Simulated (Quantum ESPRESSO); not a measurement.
AlO in Quantum ESPRESSO: the effect of functional

AlO:

```
CELL_PARAMETERS angstrom
2.76919 0.00000 0.00000
0.00000 2.76919 0.00000
0.00000 0.00000 2.76919
ATOMIC_POSITIONS crystal
Al 0.50000 0.50000 0.50000
O 0.00000 0.00000 0.00000
```

The cell was built by a generator and needn't be a form met in nature.

Alike in all runs:

- Program: Quantum ESPRESSO 7.5
- Task: phonon dispersion
- Cutoff: 612 eV
- Density cutoff: 4898 eV
- k mesh: 8 × 8 × 8
- Occupations: cold, width 0.2 eV
- Spin: no spin polarisation

Each run relaxes the cell or the atoms first.

Task: One run gave: relaxed volume 9.98 Å³/atom; highest phonon frequency 428 cm⁻¹. Which functional did it use?
A. LDA
B. PBEsol
C. PBE

Result: A.

| functional | potentials or basis | relaxed volume (Å³/atom) | highest phonon frequency (cm⁻¹) |
| --- | --- | --- | --- |
| LDA | GBRV 1.5 LDA | 9.98 | 428 |
| PBE | GBRV 1.5 PBE | 10.62 | 370 |
| PBEsol | GBRV 1.5 PBEsol | 10.27 | 397 |

Caveats: the mesh is thin for the phonons of a metal; some modes are imaginary; an odd number of electrons without spin polarisation forces a metal; a magnetic or distorted state may lie lower.
